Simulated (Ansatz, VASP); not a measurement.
**SrO: VASP beside Ansatz**

File INCAR:

```
SYSTEM = SrO
ALGO     = Normal         ! electronic algorithm
EDIFF    = 1E-6           ! SCF threshold, eV
ENCUT    = 520            ! plane-wave cutoff, eV
GGA      = PE             ! functional
ISIF     = 2              ! what is computed and relaxed
ISMEAR   = 0              ! smearing method
LASPH    = .True.         ! aspherical terms in the spheres
LCHARG   = .True.         ! write CHGCAR
LELF     = .True.         ! ELF
LREAL    = .False.        ! projectors in reciprocal space
LVHAR    = .True.       
LWAVE    = .False.        ! write WAVECAR
NBANDS   = 15             ! bands
NELM     = 80             ! most SCF steps
PREC     = Accurate       ! precision mode
SIGMA    = 0.05           ! smearing width, eV
```

The input KPOINTS:

```
k-points
0
Gamma
  8 8 8
  0 0 0
```

File POSCAR:

```
SrO
1.0
    0.0000000000      2.4894405709      2.7383846280
    2.4894405709      0.0000000000      2.7383846280
    2.4894405709      2.4894405709      0.0000000000
Sr O
1 1
Direct
    0.0000000000      0.0000000000      0.0000000000
    0.5000000000      0.5000000000      0.5000000000
```

Input for Ansatz:

```yaml
crystal:
  lattice:
    - [0.0, 2.4894405709, 2.738384628]
    - [2.4894405709, 0.0, 2.738384628]
    - [2.4894405709, 2.4894405709, 0.0]
  atoms:
    - { symbol: Sr, position: [0.0, 0.0, 0.0] }
    - { symbol: O, position: [0.5, 0.5, 0.5] }
basis:
  ecutwfc: 420
kpoints:
  mp_grid: { grid: [8, 8, 8] }
hamiltonian:
  xc: pbe
scf:
  occupations: { method: gaussian, width: 0.05 }
output:
  forces: true
  stress: true
  eigenvalues: true
```

Alike in both runs: task single point; functional PBE; k mesh 8 × 8 × 8; occupations gaussian, width 0.05 eV; no spin polarisation.

```csv
,VASP,Ansatz
version,VASP 6.6.1,Ansatz 0.2.0
potentials or method,"VASP PAW PBE potentials, release 64 (Sr_sv, O)","scalar-relativistic, plane waves, PAW"
plane-wave cutoff (eV),520,420
valence electrons in the cell,16,16
```

|  | VASP | Ansatz | Ansatz less VASP |
| --- | --- | --- | --- |
| gap on the k mesh at the Fermi level (eV) | 3.10 | 3.15 | +0.054 |
| least direct gap on the mesh (eV) | 3.14 | 3.18 | +0.038 |
| pressure (GPa) | 5.4 | 4.7 | -0.66 |
| largest component of the traceless stress (GPa) | 8.13 | 7.72 | -0.415 |

The functional is the same, so the differences come from potentials, cutoffs and numerics.

A k mesh can miss the band edges.
